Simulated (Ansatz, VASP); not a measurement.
# One calculation of PbSe, 3 ways

The starting cell:

```
CELL_PARAMETERS angstrom
0.00000 3.06065 3.06065
3.06065 0.00000 3.06065
3.06065 3.06065 0.00000
ATOMIC_POSITIONS crystal
Pb 0.00000 0.00000 0.00000
Se 0.50000 0.50000 0.50000
```

Alike in all runs: task relaxation of cell and atoms; functional RPBE; k mesh 8 × 8 × 8; occupations fermi-dirac, width 0.05 eV; no spin polarisation; no spin-orbit coupling.

| program and potentials | plane-wave cutoff (eV) | notes | equilibrium volume (Å³/atom) |
| --- | --- | --- | --- |
| Ansatz, Ansatz PAW | 420 | potentials made for PBE, which Ansatz adapts in part; 15 valence electrons an atom on average | 31.21 |
| Ansatz, all-electron LAPW, scalar-relativistic | - | - | 31.21 |
| VASP, PBE PAW files Pb_d, Se, 600 eV | 600 | potentials made for PBE; 10 valence electrons an atom on average | 31.18 |

The equilibrium volume spans 31.18 (VASP, PBE PAW files Pb_d, Se, 600 eV) to 31.21 Å³/atom (Ansatz, all-electron LAPW, scalar-relativistic), with all-electron results at 31.21. Some sets were made for another functional than the one run, which can shift their rows. Relaxations stop with a little pressure left, so the last digit of a volume isn't settled.

The functional is the same throughout but for its coding, so the spread measures potentials, basis and numerics; runs on potential files found faulty are left out.
